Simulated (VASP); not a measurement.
# Fe (P6_3/mmc) in VASP: single point with PBE

Aim: the single point of Fe with PBE.

Everything below comes from runs of VASP 6.6.1. Logs are shortened: lines on timing, memory, paths and dates and some standing lists are left out, and cuts for length are marked.

**1. Starting point**

The structure is hexagonal, space group P6_3/mmc (No. 194). Conventional cell: a = 2.492 Å, b = 2.492 Å, c = 4.626 Å, α = 90.00°, β = 90.00°, γ = 120.00°. Around Fe (site symmetry -6m2) lie 12 Fe at 2.49 to 2.72 Å.

The cell was built by a generator and needn't be a form met in nature.

**2. Single point, PBE**

The input, INCAR:

```
SYSTEM = Fe
ALGO = Fast
EDIFF = 1E-6
ENCUT = 520
GGA = PE
ISIF = 2
ISMEAR = -1
LASPH = .True.
LCHARG = .True.
LELF = .True.
LREAL = .False.
LVHAR = .True.
LWAVE = .False.
NBANDS = 15
NELM = 60
PREC = Accurate
SIGMA = 0.1
```

The input, KPOINTS:

```
k-points
0
Gamma
  15 15 7
  0 0 0
```

The input, POSCAR:

```
Fe
1.0
    1.2459030000      2.1579630000      0.0000000000
   -1.2459030000      2.1579630000      0.0000000000
    0.0000000000      0.0000000000      4.6255680000
Fe
2
Direct
    0.3333300000      0.3333400000      0.2500000000
    0.6666600000      0.6666700000      0.7500000000
```

Potentials or basis: VASP PAW PBE potentials, release 64 (Fe).

The run is started by

```
> cat potpaw_PBE.64/Fe/POTCAR > POTCAR
> mpirun -np 1 vasp_std > vasp.out
```

OUTCAR:

```text
SYSTEM = Fe
   EDIFF = 1E-6
   ENCUT = 520
   GGA = PE
   ISIF = 2
   ISMEAR = -1
   LASPH = .True.
   LREAL = .False.
   NELM = 60
   PREC = Accurate

 ion  position               nearest neighbor table
   1  0.333  0.333  0.250-   2 2.72   2 2.72   2 2.72   2 2.72   2 2.72   2 2.72
   2  0.667  0.667  0.750-   1 2.72   1 2.72   1 2.72   1 2.72   1 2.72   1 2.72

  LATTYP: Found a hexagonal cell.
 ALAT       =     2.4918022784
 C/A-ratio  =     1.8563142188

  Lattice vectors:

 A1 = (   1.2459030000,  -2.1579630000,   0.0000000000)
 A2 = (   1.2459030000,   2.1579630000,   0.0000000000)
 A3 = (   0.0000000000,   0.0000000000,   4.6255680000)

Analysis of symmetry for initial positions (statically):
=====================================================================
 Subroutine PRICEL returns:
 Original cell was already a primitive cell.

 Routine SETGRP: Setting up the symmetry group for a
 hexagonal supercell.

 Subroutine GETGRP returns: Found  8 space group operations
 (whereof  2 operations were pure point group operations)
 out of a pool of 24 trial point group operations.

The static configuration has the point symmetry C_2 .
 The point group associated with its full space group is D_2h.

Analysis of symmetry for dynamics (positions and initial velocities):
=====================================================================
 Subroutine PRICEL returns:
 Original cell was already a primitive cell.

 Routine SETGRP: Setting up the symmetry group for a
 hexagonal supercell.

 Subroutine GETGRP returns: Found  8 space group operations
 (whereof  2 operations were pure point group operations)
 out of a pool of 24 trial point group operations.

The dynamic configuration has the point symmetry C_2 .
 The point group associated with its full space group is D_2h.

 Subroutine INISYM returns: Found  8 space group operations
 (whereof  2 operations are pure point group operations),
 and found     1 'primitive' translations

----------------------------------------------------------------------------------------

                                     Primitive cell

  volume of cell :      24.8727

  direct lattice vectors                    reciprocal lattice vectors
     1.245903000  2.157963000  0.000000000     0.401315351  0.231699987  0.000000000
    -1.245903000  2.157963000  0.000000000    -0.401315351  0.231699987  0.000000000
     0.000000000  0.000000000  4.625568000     0.000000000  0.000000000  0.216189666

  length of vectors
     2.491802278  2.491802278  4.625568000     0.463399283  0.463399283  0.216189666

  position of ions in fractional coordinates (direct lattice)
     0.333330000  0.333340000  0.250000000
     0.666660000  0.666670000  0.750000000

  ion indices of the primitive-cell ions
   primitive index   ion index
                 1           1
                 2           2

----------------------------------------------------------------------------------------

 KPOINTS: k-points

Automatic generation of k-mesh.
 Grid dimensions read from file:
 generate k-points for:   15   15    7

 Generating k-lattice:

  Cartesian coordinates                     Fractional coordinates (reciprocal lattice)
     0.026754357  0.015446666  0.000000000     0.066666667 -0.000000000  0.000000000
    -0.026754357  0.015446666  0.000000000    -0.000000000  0.066666667  0.000000000
     0.000000000  0.000000000  0.030884238     0.000000000  0.000000000  0.142857143

  Length of vectors
     0.030893286  0.030893286  0.030884238

  Shift w.r.t. Gamma in fractional coordinates (k-lattice)
     0.000000000  0.000000000  0.000000000

 Subroutine IBZKPT returns following result:
 ===========================================

 Found    256 irreducible k-points:

 Following reciprocal coordinates:
            Coordinates               Weight
  0.000000  0.000000  0.000000      1.000000
  0.066667  0.000000  0.000000      4.000000
  0.066667  0.066667  0.000000      2.000000
  0.133333 -0.000000  0.000000      4.000000
  0.133333  0.133333  0.000000      2.000000
  0.200000 -0.000000  0.000000      4.000000
[... 16 lines left out ...]
 -0.066667  0.200000  0.000000      4.000000
  0.333333  0.066667  0.000000      4.000000
 [... further k-points ...]
   k-points           NKPTS =    256   k-points in BZ     NKDIM =    256   number of bands    NBANDS=     15
   number of dos      NEDOS =    301   number of ions     NIONS =      2
   total plane-waves  NPLWV =  14400
   dimension x,y,z NGX =    20 NGY =   20 NGZ =   36
   dimension x,y,z NGXF=    40 NGYF=   40 NGZF=   72
   ions per type =               2
   NGX,Y,Z   is equivalent  to a cutoff of  13.34, 13.34, 12.94 a.u.
   NGXF,Y,Z  is equivalent  to a cutoff of  26.69, 26.69, 25.88 a.u.
 SYSTEM =  Fe
   PREC   = accura    normal or accurate (medium, high low for compatibility)
   ISTART =      0    job   : 0-new  1-cont  2-samecut
   ICHARG =      2    charge: 1-file 2-atom 10-const
   ISPIN  =      1    spin polarized calculation?
   LNONCOLLINEAR =      F non collinear calculations
   LSORBIT =      F    spin-orbit coupling
   LASPH  =      T    aspherical Exc in radial PAW
   ENCUT  =  520.0 eV  38.22 Ry    6.18 a.u.   4.63  4.63  8.60*2*pi/ulx,y,z
   NELM   =     60;   NELMIN=  2; NELMDL= -5     # of ELM steps
   EDIFF  = 0.1E-05   stopping-criterion for ELM
   LREAL  =      F    real-space projection
   EDIFFG = 0.1E-04   stopping-criterion for IOM
   NSW    =      0    number of steps for IOM
   IBRION =     -1    ionic relax: 0-MD 1-quasi-New 2-CG
   NFREE  =      0    steps in history (QN), initial steepest desc. (CG)
   ISIF   =      2    stress and relaxation
   ISYM   =      2    0-nonsym 1-usesym 2-fastsym
   POTIM  = 0.5000    time-step for ionic-motion
   TEBEG  =    0.0;   TEEND  =   0.0 temperature during run
   PSTRESS=    0.0 pullay stress
   NELECT =      16.0000    total number of electrons
   NUPDOWN=      -1.0000    fix difference up-down
   EMIN   =  10.00;   EMAX   =-10.00  energy-range for DOS
   EFERMI =   0.00;   METHOD = LEGACY
   ISMEAR =    -1;   SIGMA  =   0.10  broadening in eV -4-tet -1-fermi 0-gaus
   EFERMI_NEDOS =   21; number of points for ismear=-14 and -15
   IALGO  =     68    algorithm
   IMIX   =      4    mixing-type and parameters
     AMIX     =   0.40;   BMIX     =  1.00
     AMIX_MAG =   1.60;   BMIX_MAG =  1.00
  volume/ion in A,a.u.               =      12.44        83.92
  Fermi-wavevector in a.u.,A,eV,Ry     =   1.413211  2.670582 27.173091  1.997166
  Thomas-Fermi vector in A             =   2.534880
   LORBIT       =      0    0 simple, 1 ext, 2 COOP (PROOUT), +10 PAW based schemes
   GGA     = PE    functional components
   LHFCALC =     F    Hartree Fock is set to
   AEXX    =    0.0000 exact exchange contribution
   IVDW    =     0    specifies the selected vdW correction
   LEPSILON=     F    determine dielectric tensor
   LRPA    =     F    only Hartree local field effects (RPA)
 non-spin polarized calculation
 RMM-DIIS sequential band-by-band and
  energy-cutoff  :      520.00
  volume of cell :       24.87
 maximum number of plane-waves:       684
   NGX =  9   NGY =  9   NGZ = 17

 number of electron      15.9999998 magnetization

 Free energy of the ion-electron system (eV)
  ---------------------------------------------------
  ext. energy  EPLUGINS =         0.00000000
  ---------------------------------------------------
  free energy    TOTEN  =       -15.45012716 eV

  energy without entropy =      -15.28579253  energy(sigma->0) =      -15.36795985

 E-fermi :   4.8829     XC(G=0): -12.6478

 val. band max:        4.8667724391   @ k =   0.1333   0.1333   0.2857
 cond. band min:       4.8880934956   @ k =   0.4000  -0.4667   0.4286
 fundamental gap:      0.0213210565
 Fermi energy:         4.8828628316

 k-point     1 :       0.0000    0.0000    0.0000
  band No.  band energies     occupation
      1      -2.9096      2.00000
      2       0.7065      2.00000
      3       2.9784      2.00000
      4       3.7043      1.99998
      5       3.7043      1.99998
      6       3.8812      1.99991
      7       3.8813      1.99991
      8       3.9758      1.99977
      9       4.8099      1.34929
     10       4.8100      1.34920
     11       5.4383      0.00771
     12       5.4383      0.00771
     13       9.8536      0.00000
     14      24.4721      0.00000
     15      27.2122      0.00000

 k-point     2 :       0.0667    0.0000    0.0000
  band No.  band energies     occupation
      1      -2.7508      2.00000
      2       0.8320      2.00000
      3       3.0177      2.00000
      4       3.6399      1.99999
      5       3.6504      1.99999
      6       3.7870      1.99997
      7       3.8258      1.99995
      8       3.9599      1.99980
      9       4.7317      1.63855
     10       4.7670      1.52231
     11       5.4466      0.00710
     12       5.9155      0.00007
     13       9.8714      0.00000
     14      24.6883      0.00000
     15      26.2988      0.00000

 k-point     3 :       0.0667    0.0667    0.0000
  band No.  band energies     occupation
      1      -2.7508      2.00000
      2       0.8320      2.00000
      3       3.0177      2.00000
      4       3.6399      1.99999
      5       3.6504      1.99999
      6       3.7870      1.99997
      7       3.8258      1.99995
      8       3.9599      1.99980
      9       4.7317      1.63859
     10       4.7670      1.52226
     11       5.4465      0.00710
     12       5.9155      0.00007
     13       9.8714      0.00000
     14      24.6883      0.00000
     15      26.2988      0.00000
[... 343 lines left out ...]
 k-point    23 :      -0.0667    0.2000    0.0000
  band No.  band energies     occupation
      1      -0.9961      2.00000
      2       1.8644      2.00000
      3       2.3704      2.00000
      4       2.9713      2.00000
      5       3.2664      2.00000
      6       3.9428      1.99983
      7       4.0339      1.99959
      8       4.4556      1.97250
      9       4.7008      1.72126
     10       4.8618      1.10490
     11       5.4303      0.00835
     12       8.7723      0.00000
     13      10.2291      0.00000
     14      19.3102      0.00000
     15      22.7756      0.00000

 k-point    24 :       0.3333    0.0667    0.0000
  band No.  band energies     occupation
      1      -0.0369      2.00000
      2       1.9164      2.00000
      3       2.0718      2.00000
      4       2.9997      2.00000
      5       3.3045      2.00000
      6       3.7596      1.99997
      7       4.2725      1.99554
      8       4.4229      1.98008
      9       5.1549      0.12359
     10       5.3613      0.01657
     11       5.4133      0.00989
     12      10.0969      0.00000
     13      10.5832      0.00000
     14      16.6127      0.00000
     15      21.5957      0.00000

 [... further k-points ...]

------------------------ aborting loop because EDIFF is reached ----------------------------------------

  FORCE on cell =-STRESS in cart. coord.  units (eV):
  Direction    XX          YY          ZZ          XY          YZ          ZX
  --------------------------------------------------------------------------------------
  -------------------------------------------------------------------------------------
  Total       -3.1587332     -3.1586226     -8.0497708      0.0000000      0.0000000      0.0000000
  in kB     -203.4699283   -203.4628091   -518.5263201      0.0000000      0.0000000      0.0000000
  external PRESSURE =    -308.4863525 kB  Pullay stress =       0.0000000 kB

 VOLUME and BASIS-vectors are now :
 -----------------------------------------------------------------------------
  energy-cutoff  :      520.00
  volume of cell :       24.87
      direct lattice vectors                 reciprocal lattice vectors
     1.245903000  2.157963000  0.000000000     0.401315351  0.231699987  0.000000000
    -1.245903000  2.157963000  0.000000000    -0.401315351  0.231699987  0.000000000
     0.000000000  0.000000000  4.625568000     0.000000000  0.000000000  0.216189666

 POSITION                                       TOTAL-FORCE (eV/Angst)
 -----------------------------------------------------------------------------------
     -0.00001      1.43865      1.15639         0.000000     -0.000028      0.000000
     -0.00001      2.87728      3.46918         0.000000      0.000028     -0.000000
 -----------------------------------------------------------------------------------
    total drift:                               -0.000000      0.000000     -0.000000

  FREE ENERGIE OF THE ION-ELECTRON SYSTEM (eV)
  ---------------------------------------------------
  free  energy   TOTEN  =       -15.4501271603 eV

  energy  without entropy=      -15.2857925308  energy(sigma->0) =      -15.36795985
```

Run time: 87 s. Hardware: 1 thread of AMD EPYC 7R13 (Zen 3), shared host; peak memory 0.17 GiB.

Results:

| Property | Result |
| --- | --- |
| Free energy | -15.4501 eV |
| Pressure | -30.8 GPa |
| Band gap on the k mesh | none (metal or under the smearing width) |

Caveat: a pressure of tens of GPa on the cell as given is suspect, and the run, the potentials or the cell itself is likely at fault; the run has no spin polarisation, though such a crystal can be magnetic. Spin polarisation is off, so any magnetic state and its effect on volume and gap are missing.
